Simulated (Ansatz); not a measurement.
## AlNi in Ansatz: the effect of fixed moment

The system is AlNi.

```
Ni Al
1.0
     2.88100    0.00000    0.00000
     0.00000    2.88100    0.00000
     0.00000    0.00000    2.88100
Ni Al
1 1
Direct
  0.50000 0.50000 0.50000
  0.00000 0.00000 0.00000
```

Alike in all runs:

```yaml
Program: Ansatz 0.2.0
Task: single point
Functional: PBE
Potentials_or_basis: Ansatz PAW
Cutoff: "420 eV (not typed: the program's choice for these potentials)"
k_mesh: 8 × 8 × 8
Occupations: fermi-dirac, width 0.05 eV
```

```csv
fixed moment,spin,starting moments,energy over the lowest run (meV/atom),pressure (GPa)
0,"collinear spin, program default start",-,0.0,2.2
0.2,"collinear spin, ferromagnetic start","[0.2, 0.0] μB",3.9,2.2
0.5,"collinear spin, ferromagnetic start","[0.5, 0.0] μB",55.7,2.9
0.8,"collinear spin, ferromagnetic start","[0.8, 0.0] μB",?,?
1,"collinear spin, ferromagnetic start","[1.0, 0.0] μB",251.4,5.8
1.2,"collinear spin, ferromagnetic start","[1.2, 0.0] μB",374.1,7.9
1.5,"collinear spin, ferromagnetic start","[1.5, 0.0] μB",618.0,12.4
2,"collinear spin, ferromagnetic start","[2.0, 0.0] μB",1128.8,21.0
```

Problem. What does the run with fixed moment 0.8 give?

Solution. Energy over the lowest run 154.5 meV/atom; pressure 4.4 GPa.

Worked out: A parabola through the other rows of the energy over the lowest run, of slope 439 meV/atom per unit of fixed moment there, gives 153.9 meV/atom, against the run's 154.5. A parabola through the other rows of the pressure, of slope 7.11 GPa per unit of fixed moment there, gives 4.3 GPa, against the run's 4.4.

Caveats: the total moment is fixed, so each spin has its own Fermi level; the thresholds are loose for stress.
